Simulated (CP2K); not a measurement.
Ag:

```xyz
1
Lattice="2.8889 0.0000 0.0000 1.4444 2.5018 0.0000 1.4444 0.8339 2.3588" Properties=species:S:1:pos:R:3 pbc="T T T"
Ag    0.0000    0.0000    0.0000
```

Program: CP2K 2026.2. Alike in all runs: task band structure; potentials or basis POTENTIAL_UZH Ag GTH-PBE-q11; TZVP-MOLOPT-PBE-GTH basis; no spin polarisation; cell as given; k mesh 11 × 11 × 11; smearing fermi-dirac 0.05 eV.

Question: Order these runs on this cell by their pressure, lowest first.
A. level vdW-DF2; bands added on the path 2; cutoff of the non-local correlation (Ry) 300
B. level PBE; bands added on the path 6
C. level r2SCAN; bands added on the path 6
D. level LDA; bands added on the path 6
E. level WC; bands added on the path 6

Answer: D (-5.4 GPa), C (-3.7 GPa), E (-1.3 GPa), B (4.2 GPa), A (18.6 GPa).

Caveats: the basis of atomic orbitals isn't converged, which shifts pressures, moduli and gaps; the potentials were made for another functional, which shifts forces and pressure (some runs).

Not every run made on this cell is shown here.
